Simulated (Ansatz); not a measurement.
**VN (Fm-3m): zero-pressure volume and bulk modulus with PBE + D4**

One table from this session's results is given with a row withheld; the runs are named, their logs left out.

Computed with Ansatz 0.2.0 (DFT PBE + D4, scalar-relativistic, plane waves, PAW, unless a step's input says otherwise).

1 further run of the same task is left out (it didn't finish). Runs told in other sessions of the task aren't counted.

## The starting structure

The structure is cubic, space group Fm-3m (No. 225). Conventional cell: a = 4.128 Å, b = 4.128 Å, c = 4.128 Å, α = 90.00°, β = 90.00°, γ = 90.00°. Around V (site symmetry m-3m) lie 6 N at 2.06 Å. N (site symmetry m-3m) has 6 V at 2.06 Å in its first shell of neighbours.

Coordinates:

```
V N
1.0
     0.00000    2.06400    2.06400
     2.06400    0.00000    2.06400
     2.06400    2.06400    0.00000
V N
1 1
Direct
  0.00000 0.00000 0.00000
  0.50000 0.50000 0.50000
```

At PBE, an earlier run found -2.71 GPa for this cell of 8.793 Å³/atom (10×10×10 mesh), metallic, no moment left.

The first run:

input.yaml

```yaml
crystal:
  lattice:
    - [0.0, 2.0640009277, 2.0640009277]
    - [2.0640009277, 0.0, 2.0640009277]
    - [2.0640009277, 2.0640009277, 0.0]
  atoms:
    - { symbol: V, position: [0.0, 0.0, 0.0], spin: 0.05 }
    - { symbol: "N", position: [0.5, 0.5, 0.5] }
basis:
  ecutwfc: 420
  ecutrho_ratio: 4
kpoints:
  mp_grid: { grid: [10, 10, 10] }
hamiltonian:
  xc: pbe
  dispersion: d4
scf:
  occupations: { method: gaussian, width: 0.05 }
output:
  forces: true
  stress: true
  eigenvalues: true
  populations: true
magnetization:
  spin_polarized: true
checkpoint:
  read: start.run
  write: ck
  compress: false
  write_wavefunctions: false
  write_every: 100000
```

start.run holds the state of a PBE run on this cell.

Launch:

```console
$ ansatz run input.yaml --threads 4 --pin off --max-ram 8192MiB --backend cpu --events-out ev --progress --plain --runs-dir out
```

Steps of the session up to this table: At the given cell; Stepping to 8.167 Å³/atom; Stepping to 8.489 Å³/atom; Volume × 0.98 of the new zero; Volume × 1.02 of the new zero; Volume × 0.96 of the new zero; Volume × 1.04 of the new zero.

One of the session's tables, all rows but one given; the rest of the session is left out.

It belongs to the step «Energy and pressure against volume». 

| volume (Å³/atom) | energy (meV/atom) | pressure (GPa) |
| --- | --- | --- |
| 8.150 | 15.04 | 14.72 |
| 8.320 | ? | ? |
| 8.489 | 0.00 | 0.04 |
| 8.659 | 3.35 | -6.21 |
| 8.829 | 13.00 | -11.83 |

Estimate the missing values for volume (Å³/atom) = 8.320.

Worked estimate for «energy (meV/atom)». A straight line through the neighbours (8.150, 15.04) and (8.489, 0.00) gives 15.04 + (0.00 − 15.04) × (8.320 − 8.150) / (8.489 − 8.150) = 7.50; a parabola fitted to 3 rows on both sides gives 3.88.

As computed: energy (meV/atom): 3.66; pressure (GPa): 7.00. In «energy (meV/atom)» the line misses by +3.84 and the parabola by +0.22.

Caveats from the session: Warnings in the runs' records: seeded moment not kept.
